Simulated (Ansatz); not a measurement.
Geometry optimisation, DFT PBE-D3(BJ), scalar-relativistic, plane waves, PAW (Ansatz 0.2.0).

Input:

```yaml
crystal:
  lattice:
    - [-4.758152, -2.74712, 4.3299]
    - [4.758152, -2.74712, 4.3299]
    - [0.0, 5.494241, 4.3299]
  atoms:
    - { symbol: Al, position: [0.35229002, 0.35229002, 0.35228996] }
    - { symbol: Al, position: [0.14771001, 0.14771001, 0.14770998] }
    - { symbol: Al, position: [0.64771004, 0.64771004, 0.64770992] }
    - { symbol: Al, position: [0.85229005, 0.85229005, 0.8522899] }
    - { symbol: O, position: [0.59689504, 0.40310504, 0.74999993] }
    - { symbol: O, position: [0.75000004, 0.59689504, 0.40310493] }
    - { symbol: F, position: [0.09689504, 0.90310504, 0.74999993], spin: 1.0 }
    - { symbol: O, position: [0.40310503, 0.59689503, 0.24999995] }
    - { symbol: O, position: [0.25000003, 0.40310503, 0.59689495] }
    - { symbol: O, position: [0.59689503, 0.25000003, 0.40310495] }
    - { symbol: Al, position: [0.85229004, 0.85229004, 0.35228992] }
    - { symbol: Al, position: [0.64771003, 0.64771003, 0.14770994] }
    - { symbol: Al, position: [0.14771002, 0.14771002, 0.64770996] }
    - { symbol: Al, position: [0.35229003, 0.35229003, 0.85228994] }
    - { symbol: O, position: [0.25000002, 0.09689502, 0.40310497] }
    - { symbol: O, position: [0.90310504, 0.25000004, 0.59689493] }
    - { symbol: O, position: [0.90310503, 0.09689503, 0.24999995] }
    - { symbol: O, position: [0.75000005, 0.90310505, 0.59689491] }
    - { symbol: O, position: [0.09689503, 0.75000003, 0.40310495] }
    - { symbol: Al, position: [0.85229004, 0.35229004, 0.85228992] }
    - { symbol: Al, position: [0.64771003, 0.14771003, 0.64770994] }
    - { symbol: Al, position: [0.14771002, 0.64771002, 0.14770996] }
    - { symbol: Al, position: [0.35229003, 0.85229003, 0.35228994] }
    - { symbol: O, position: [0.09689502, 0.40310502, 0.24999997] }
    - { symbol: O, position: [0.25000004, 0.59689504, 0.90310493] }
    - { symbol: O, position: [0.90310504, 0.75000004, 0.09689493] }
    - { symbol: O, position: [0.90310505, 0.59689505, 0.74999991] }
    - { symbol: O, position: [0.75000003, 0.40310503, 0.09689495] }
    - { symbol: O, position: [0.09689502, 0.25000002, 0.90310495] }
    - { symbol: Al, position: [0.35229004, 0.85229004, 0.85228992] }
    - { symbol: Al, position: [0.14771003, 0.64771003, 0.64770994] }
    - { symbol: Al, position: [0.64771002, 0.14771002, 0.14770996] }
    - { symbol: Al, position: [0.85229003, 0.35229003, 0.35228994] }
    - { symbol: O, position: [0.59689504, 0.90310504, 0.24999993] }
    - { symbol: O, position: [0.75000004, 0.09689504, 0.90310493] }
    - { symbol: O, position: [0.40310502, 0.25000002, 0.09689497] }
    - { symbol: O, position: [0.40310502, 0.09689502, 0.74999995] }
    - { symbol: O, position: [0.25000003, 0.90310503, 0.09689495] }
    - { symbol: O, position: [0.59689505, 0.75000005, 0.90310491] }
magnetization:
  spin_polarized: true
total_charge: -2
basis:
  ecutwfc: 420.0
kpoints:
  mp_grid: { grid: [2, 2, 2] }
hamiltonian:
  xc: pbe
  dispersion: d3bj
  pseudopotentials: { kind: paw, azcp: { folder: soft_1 } }
scf:
  occupations: { method: fermi_dirac, width: 0.05 }
  lower_state_search: "off"
relax:
  f_tol: 0.03
  max_steps: 60
  adjacent_minimum: "off"
```

Command:

```bash
$ ansatz run input.yaml --threads 4 --pin off --max-ram 10240MiB --backend cpu --events-out ev --progress --plain --runs-dir out
```

Problem. Where does it end, and by what steps?

Solution. It converged. Limits of this set-up: coarse k mesh, charged cell in a uniform background, uncorrected. After 10 steps the energy has fallen by 4.400 eV; Al23 moved furthest, 0.86 Å. Parted: F7–Al31, Al23–O38. Joined: Al23–Al30.

```csv
step,energy less start (eV),largest force component (eV/Å),accepted
0,0.0000,2.506,yes
1,-1.0945,2.730,yes
2,-2.6880,2.686,yes
3,-3.3779,1.074,yes
4,-3.8776,0.665,yes
5,-4.1779,0.582,yes
6,-4.3060,1.031,yes
7,-4.3829,0.217,yes
8,-4.3952,0.107,yes
9,-4.3988,0.054,yes
10,-4.3997,0.026,yes
```

```xyz
39
Lattice="-4.7582 -2.7471 4.3299 4.7582 -2.7471 4.3299 0.0000 5.4942 4.3299" Properties=species:S:1:pos:R:3
Al 0.003 -0.029 4.537
Al -0.129 -0.008 1.885
Al 0.016 -0.058 8.265
Al 0.090 0.112 10.942
O -0.948 1.370 7.593
O -0.821 -1.537 7.545
F 4.334 1.618 7.736
O 0.858 -1.405 5.310
O 0.711 1.472 5.361
O -1.665 -0.122 5.408
Al 0.002 -2.768 8.874
Al 0.037 -2.679 6.256
Al -0.021 2.711 4.114
Al 0.017 2.744 6.760
O -0.765 1.247 3.237
O -3.101 0.075 7.606
O -3.860 -1.408 5.403
O 0.679 -1.369 9.881
O 3.135 -0.134 5.255
Al -2.367 1.361 8.922
Al -2.381 1.356 6.268
Al 2.386 -1.447 4.194
Al 2.189 -0.819 7.363
O 1.417 -0.035 3.229
O 1.634 2.617 7.549
O -0.717 -4.024 7.523
O -1.432 -0.034 9.735
O -1.657 -2.639 5.395
O 0.770 3.991 5.453
Al 2.304 1.255 8.797
Al 2.367 1.288 6.146
Al -2.384 -1.352 4.070
Al -2.442 -1.439 6.724
O 1.449 -2.703 7.612
O -3.047 2.678 7.542
O -0.764 -1.259 3.226
O -1.395 2.728 5.502
O 3.124 -2.790 5.254
O 0.723 1.322 9.743
```

Whether the end is a true minimum wasn't checked by a vibrational analysis.

Run time: 2.4 min on 4 threads of Arm Neoverse V2, with other jobs on the host, peak memory 1.5 GiB.
